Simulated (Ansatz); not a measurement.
# (110) slab of zincblende AlN, 13.9 Å thick as cut, bare faces

Wanted: surface relaxation, gap and band-edge positions (PBEsol, HSE06 and r²SCAN).

Program: Ansatz 0.2.0, PAW, plane waves. These are calculated values, not measurements.

## Step 1: The starting cell

20 atoms (10 Al, 10 N); a = 3.096 Å, b = 4.378 Å, c = 26.930 Å, α = 90.00°, β = 90.00°, γ = 90.00°. All atoms were shaken off their sites by about 0.02 Å along each axis.

Plan of the steps: (2) PBEsol relaxation at a 6×4×1 mesh, on 1 × NVIDIA GB300 with 8 threads of Arm Neoverse-V2; (3) HSE06 single point at a 4×3×1 mesh, on 1 × NVIDIA GB300 with 8 threads of Arm Neoverse-V2; (4) r²SCAN single point at a 4×3×1 mesh, on 1 × NVIDIA GB300 with 8 threads of Arm Neoverse-V2.

As a file:

```
Al N
1.0
     2.18886   -2.18886    0.00000
     0.00000    0.00000    4.37772
   -19.04226  -19.04226    0.00000
Al N
10 10
Direct
  0.00630 0.99237 0.70041
  0.00677 0.00293 0.47101
  0.99175 0.00542 0.24106
  0.99380 0.99683 0.58585
  0.00974 0.99518 0.35582
  0.49632 0.49678 0.64363
  0.49300 0.50047 0.41457
  0.50880 0.49934 0.75826
  0.50818 0.49848 0.52960
  0.49254 0.50020 0.29886
  0.00127 0.25514 0.64413
  0.00896 0.24675 0.41421
  0.99462 0.25178 0.75950
  0.98910 0.24306 0.52800
  0.99928 0.25524 0.29837
  0.49734 0.74926 0.58666
  0.50257 0.74849 0.35518
  0.48997 0.74908 0.70208
  0.51092 0.75086 0.47057
  0.50727 0.74548 0.24118
```

## Step 2: Relaxing the atoms with PBEsol

Contents of in.yaml:

```yaml
crystal:
  lattice:
    - [2.188861, -2.188861, 0.000000]
    - [0.000000, 0.000000, 4.377722]
    - [-19.042262, -19.042262, 0.000000]
  atoms:
    - { symbol: Al, position: [0.006298, 0.992367, 0.700408] }
    - { symbol: Al, position: [0.006775, 0.002929, 0.471012] }
    - { symbol: Al, position: [0.991747, 0.005423, 0.241062] }
    - { symbol: Al, position: [0.993798, 0.996831, 0.585852] }
    - { symbol: Al, position: [0.009743, 0.995184, 0.355824] }
    - { symbol: Al, position: [0.496318, 0.496780, 0.643630] }
    - { symbol: Al, position: [0.493000, 0.500471, 0.414566] }
    - { symbol: Al, position: [0.508803, 0.499343, 0.758256] }
    - { symbol: Al, position: [0.508180, 0.498479, 0.529604] }
    - { symbol: Al, position: [0.492541, 0.500198, 0.298861] }
    - { symbol: N, position: [0.001267, 0.255144, 0.644132] }
    - { symbol: N, position: [0.008964, 0.246752, 0.414211] }
    - { symbol: N, position: [0.994622, 0.251781, 0.759499] }
    - { symbol: N, position: [0.989097, 0.243058, 0.528004] }
    - { symbol: N, position: [0.999285, 0.255245, 0.298369] }
    - { symbol: N, position: [0.497344, 0.749260, 0.586656] }
    - { symbol: N, position: [0.502569, 0.748487, 0.355178] }
    - { symbol: N, position: [0.489970, 0.749077, 0.702082] }
    - { symbol: N, position: [0.510919, 0.750856, 0.470568] }
    - { symbol: N, position: [0.507268, 0.745480, 0.241178] }
kpoints:
  mp_grid: { grid: [6, 4, 1] }
hamiltonian:
  xc: pbesol
scf:
  occupations: { method: fermi_dirac, width: 0.01 }
relax:
  f_tol: 0.03
  max_steps: 80
  escape_saddle: false
  adjacent_minimum: "off"
output:
  forces: true
  eigenvalues: true
  populations: true
```

Further steps of the session: HSE06 on the final geometry; Single point with r²SCAN.

What does the calculation give? Wanted: for each run, top filled to lowest empty; top filled below vacuum.

As calculated:

```
             level         time  k points  top filled to lowest empty (eV)  top filled below vacuum (eV)
PBEsol, relaxation  4.2 s (GPU)     6×4×1                             2.77                          5.72
             HSE06  9.3 s (GPU)     4×3×1                             4.03                          6.44
            r²SCAN  2.3 s (GPU)     4×3×1                             3.30                          5.88
```

| quantity | value |
| --- | --- |
| relaxation | 5 recorded steps, 1.23 eV gained |
| largest shift | 0.30 Å (Al3) |
| mean bonds | Al–N 1.883 Å |

Relaxation gains 1.23 eV, with shifts up to 0.30 Å (Al3). At the same k points, r²SCAN gives a spacing 0.73 eV smaller than the 4.03 eV of HSE06. The relaxation ran on other k points, so part of any difference from the later rows can come from the mesh. Exact exchange costs time: HSE06 ran about 4 times as long as r²SCAN on the same kind of device.
